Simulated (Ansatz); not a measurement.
# NiAs-type BaTe

Computed with Ansatz (plane waves, PAW, 420 eV cutoff): PBEsol, scalar-relativistic, no spin polarisation, 8×8×4 k-mesh, Gaussian smearing of 0.05 eV; PAW files: Ansatz's generated set soft_2.

```yaml
crystal:
  lattice:
    - [4.80892, 0.00000, 0.00000]
    - [-2.40446, 4.16465, 0.00000]
    - [0.00000, 0.00000, 8.45910]
  atoms:
    - { symbol: Ba, position: [0.00000, 0.00000, 0.00000] }
    - { symbol: Ba, position: [0.00000, 0.00000, 0.50000] }
    - { symbol: Te, position: [0.33333, 0.66667, 0.25000] }
    - { symbol: Te, position: [0.66667, 0.33333, 0.75000] }
```

This is a trial structure: the heavier alkaline earths' oxides and chalcogenides take the rock-salt structure.

Elastic constants come from the stress of slightly strained cells with relaxed atoms, in GPa, Voigt order xx, yy, zz, yz, xz, xy in the Cartesian frame of the vectors above.

```
45.8 23.8 20.0  0.0  0.0  0.0
23.8 45.8 20.0  0.0  0.0  0.0
20.0 20.0 62.9  0.0  0.0  0.0
 0.0  0.0  0.0 21.2  0.0  0.0
 0.0  0.0  0.0  0.0 21.2  0.0
 0.0  0.0  0.0  0.0  0.0 11.0
```

Question: Work out the Voigt, Reuss and Hill moduli.

Answer: Voigt: K = (C11 + C22 + C33 + 2(C12 + C13 + C23))/9 = 31 GPa, G = (C11 + C22 + C33 − C12 − C13 − C23 + 3(C44 + C55 + C66))/15 = 16.7 GPa. Reuss, from the compliances S = C⁻¹: K = 31 GPa, G = 15.2 GPa. Hill means: K = 31 GPa, G = 16.0 GPa.

Question: And Young's modulus, Poisson's ratio, Pugh's ratio and the anisotropy?

Answer: E = 9KG/(3K + G) = 41 GPa, ν = (3K − 2G)/(6K + 2G) = 0.28, K/G = 1.95 (over the 1.75 that Pugh's rule, made for metals, takes as the line between brittle and ductile), universal anisotropy index 5G_V/G_R + K_V/K_R − 6 = 0.51. The eigenvalues of C are 11.0, 21, 21, 22, 38, 95 GPa, all positive.

Question: What sound velocities and Debye temperature follow for a polycrystal?

Answer: With a density of 5.193 g/cm³ (mean mass 132.5 u, 42.35 Å³/atom), K = 31.2 and G = 15.97 GPa from the unrounded constants, v_l = √((K + 4G/3)/ρ) = 3180 m/s and v_t = √(G/ρ) = 1750 m/s. The mean [(1/v_l³ + 2/v_t³)/3]^(−1/3) is 1950 m/s, and θ_D = (ħ/k_B)(6π²/V)^(1/3) v_m ≈ 170 K, with V the volume an atom. This is the low-temperature, elastic estimate.

The equation of state, an independent route, gives B0 = 31 GPa; its match is the Reuss value, 31 GPa, which holds for uniform pressure.

No spin–orbit coupling, a notable omission for heavy elements.
